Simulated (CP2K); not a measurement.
FeO (Wuestite):

```xyz
2
Lattice="3.0482 0.0000 0.0000 1.5241 2.6398 0.0000 1.5241 0.8799 2.4888" Properties=species:S:1:pos:R:3 pbc="T T T"
Fe    0.0000    0.0000    0.0000
O     3.0482    1.7599    1.2444
```

```yaml
Program: CP2K 2026.2
Task: single point
Functional: PBE
Potentials_or_basis: POTENTIAL_UZH Fe GTH-PBE-q16, O GTH-PBE-q6; TZVP-MOLOPT-PBE-GTH basis
Density_cutoff: 8163 eV
k_mesh: 11 × 11 × 11
Occupations: fermi-dirac, width 0.05 eV
Spin: collinear spin, ferromagnetic start
Starting_moments: "[3.0, 0.0] μB"
```

On this cell: pressure 0.3 GPa; largest force zero by symmetry; net moment 4.00 μB per cell; site moments Fe +3.79; O +0.22 μB.

The same run follows on a disturbed copy (atoms moved at random, drawn with an rms of 0.05 Å):

```
CELL_PARAMETERS angstrom
3.04820 0.00000 0.00000
1.52410 2.63982 0.00000
1.52410 0.87994 2.48884
ATOMIC_POSITIONS crystal
Fe 0.01050 0.99977 0.02106
O 0.51406 0.51299 0.49061
```

Q: What does the disturbed cell give?

A: The energy moves by +5.2 meV/atom; pressure 0.9 GPa; largest force 0.271 eV/Å; net moment 4.00 μB per cell; site moments Fe +3.78; O +0.22 μB.

Forces on the atoms (eV/Å):
```
Fe  -0.062  0.030 -0.262
O    0.041 -0.036  0.260
```

Stress tensor (GPa, compression positive):
```
 1.14 -0.20  0.21
-0.20  0.92 -0.10
 0.21 -0.10  0.56
```

The forces don't sum to zero, so they hold noise of the program's grid.

Caveats: the basis of atomic orbitals isn't converged, which shifts pressures, moduli and gaps; the total moment is fixed, so each spin has its own Fermi level; a cell with one magnetic atom can't hold antiferromagnetic order, which such compounds often take.
